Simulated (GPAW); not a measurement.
Input of a GPAW 26.7.0 run:

The input run.py:

```python
import json
import numpy as np
from ase.dft.bandgap import bandgap
from ase.io import read, write
from gpaw import GPAW, PW, setup_paths
from gpaw.response.g0w0 import G0W0

setup_paths.insert(0, '.')

atoms = read('POSCAR')

calc = GPAW(mode=PW(600),
            xc='PBEsol',
            kpts={'size': (4, 4, 2), 'gamma': True},
            occupations={'name': 'fermi-dirac', 'width': 0.001},
            nbands=18,
            convergence={'density': 1e-06},
            maxiter=150,
            txt='gpaw.txt')
atoms.calc = calc
energy = atoms.get_potential_energy()
calc.write('gs.gpw')
write('result.traj', atoms)
print(f'Energy: {energy:.6f} eV')
print('Fermi level:', round(calc.get_fermi_level(), 4), 'eV')
print(f'Gap: {bandgap(calc)[0]:.4f} eV, direct: {bandgap(calc, direct=True)[0]:.4f} eV')

calc.diagonalize_full_hamiltonian(nbands=97)
calc.write('full.gpw', mode='all')

ibz = calc.get_ibz_k_points()
gap, vbm, cbm = bandgap(calc, output=None)
gap, direct, _ = bandgap(calc, direct=True, output=None)
gamma = int(np.abs(ibz).sum(1).argmin())
kpts = sorted({gamma, vbm[1], cbm[1], direct[1]})
gw = G0W0(calc='full.gpw',
          filename='gw',
          ecut=100,
          ecut_extrapolation=True,
          relbands=(-2, 2),
          kpts=kpts,
          integrate_gamma='WS',
          ppa=True)
gw.calculate()
results = {mode: {key: np.asarray(r[key]).tolist() for key in ['f', 'eps', 'vxc', 'exx', 'sigma', 'Z', 'qp', 'sigma_eskn']}
           for mode, r in gw.all_results.items()}
json.dump({'kpts': ibz[kpts].tolist(), 'results': results}, open('gw.json', 'w'))
for mode, r in results.items():
    f, qp = np.array(r['f']), np.array(r['qp'])
    print(mode, 'quasiparticle energies (eV):')
    print(qp.round(3))
    print(mode, 'gap:', round(qp[f < 0.5].min() - qp[f > 0.5].max(), 4), 'eV')
```

File POSCAR:

```
SiC
1.0
    3.0760000000      0.0000000000      0.0000000000
   -1.5380000000      2.6638941420      0.0000000000
    0.0000000000      0.0000000000      5.0480000000
Si C
2 2
Direct
    0.6666666667      0.3333333333      0.5000000000
    0.3333333333      0.6666666667      0.0000000000
    0.6666666667      0.3333333333      0.8850000000
    0.3333333333      0.6666666667      0.3850000000
```

Potentials or basis: PAW data sets generated in the run's folder for this functional, pw.

Run with:

```console
$ gpaw-setup -x -f PBEsol C Si
$ OMP_NUM_THREADS=1 python run.py
```

**Question.** Predict the quasiparticle gap.

**Answer.** 3.47 eV.

**Question.** Predict the least direct quasiparticle gap.

**Answer.** 5.09 eV.

**Question.** Predict the band gap on the k mesh, mean-field level.

**Answer.** 2.44 eV, indirect (least direct gap 3.93 eV).

Caveat: the k mesh is coarse (spacing up to 0.62 Å⁻¹), so the values aren't converged; the quasiparticle gap is taken among the few k points that were corrected; the long-wavelength limit can be off by a per cent or two. A k mesh can miss the band edges.
